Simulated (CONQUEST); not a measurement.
# Sc under changes of volume

One of the cells (25.002 Å³/atom); the others are scaled copies at fixed shape and fractional positions:

```
CELL_PARAMETERS angstrom
3.30900 0.00000 0.00000
0.00000 5.27330 0.00000
0.00000 0.00000 5.73136
ATOMIC_POSITIONS crystal
Sc 0.00000 0.75000 0.33333
Sc 0.50000 0.75000 0.83333
Sc 0.00000 0.25000 0.66667
Sc 0.50000 0.25000 0.16667
```

```yaml
Program: CONQUEST 1.3
Functional: PBE
Potentials_or_basis: PseudoDojo NC PBE, DZP, grid of 36 × 60 × 60 points
k_mesh: 7 × 4 × 4
Occupations: fermi-dirac, width 0.05 eV
Spin: no spin polarisation
```

| volume (Å³/atom) | energy over the lowest point (meV/atom) | pressure (GPa) | largest force (eV/Å) |
| --- | --- | --- | --- |
| 23.502 | 12.28 | 3.5 | 0.011 |
| 24.002 | ? | ? | ? |
| 24.502 | 0.20 | 0.7 | 0.009 |
| 25.002 | 0.00 | -0.4 | 0.010 |
| 25.502 | 3.35 | -1.5 | 0.008 |
| 26.002 | 9.95 | -2.5 | 0.009 |
| 26.502 | 19.31 | -3.3 | 0.008 |

Problem. What does the run at 24.002 Å³/atom give?

Solution. Energy over the lowest point 4.11 meV/atom; pressure 2.0 GPa; largest force 0.011 eV/Å.

Worked out: A Birch-Murnaghan fit of order 3 (a polynomial in V^(-2/3)) to the other rows has its minimum at 24.77 Å³/atom with B0 = V·E''(V) = 58 GPa and B' = 3.6 at fixed shape and positions, which overstates the stiffness. It gives 4.13 meV/atom at 24.002 Å³/atom, against the run's 4.11, and -dE/dV = 1.9 GPa, against 2.0.

Energies are extrapolated to zero smearing.

Caveats: the basis of atomic orbitals isn't converged, which shifts pressures, moduli and gaps.
